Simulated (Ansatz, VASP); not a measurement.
One calculation of FeSi, two programs

```
Fe Si
1.0
     4.44803    0.00000    0.00000
     0.00000    4.44803    0.00000
     0.00000    0.00000    4.44803
Fe Si
4 4
Direct
  0.13599 0.13599 0.13599
  0.36401 0.86401 0.63599
  0.63599 0.36401 0.86401
  0.86401 0.63599 0.36401
  0.84072 0.84072 0.84072
  0.65928 0.15928 0.34072
  0.34072 0.65928 0.15928
  0.15928 0.34072 0.65928
```

Alike in both runs: functional PBE; k mesh 8 × 8 × 8; occupations gaussian, width 0.01 eV; no spin polarisation.

Ansatz relaxed the structure, and its values are those at the end. VASP's run is a single point on that final structure, the one shown.

|  | VASP | Ansatz |
| --- | --- | --- |
| version | VASP 6.6.1 | Ansatz 0.2.0 |
| potentials or method | VASP PAW PBE potentials, release 64 (Fe, Si) | scalar-relativistic, plane waves, PAW |
| plane-wave cutoff (eV) | 520 | 420 |
| valence electrons in the cell | 48 | 80 |

Ansatz gave:

```
gap on the k mesh at the Fermi level (eV) : 0.17
least direct gap on the mesh (eV)         : 0.18
pressure (GPa)                            : 0.0
rms of the force components (eV/Å)        : 0.000
```

Task: Which values does VASP return?

Result: gap on the k mesh at the Fermi level (eV): 0.16; least direct gap on the mesh (eV): 0.17; pressure (GPa): 0.2; rms of the force components (eV/Å): 0.014.

The two sets of potentials don't hold the same shells in valence.

Spin polarisation is off, so any magnetic state and its effect on volume and gap are missing.
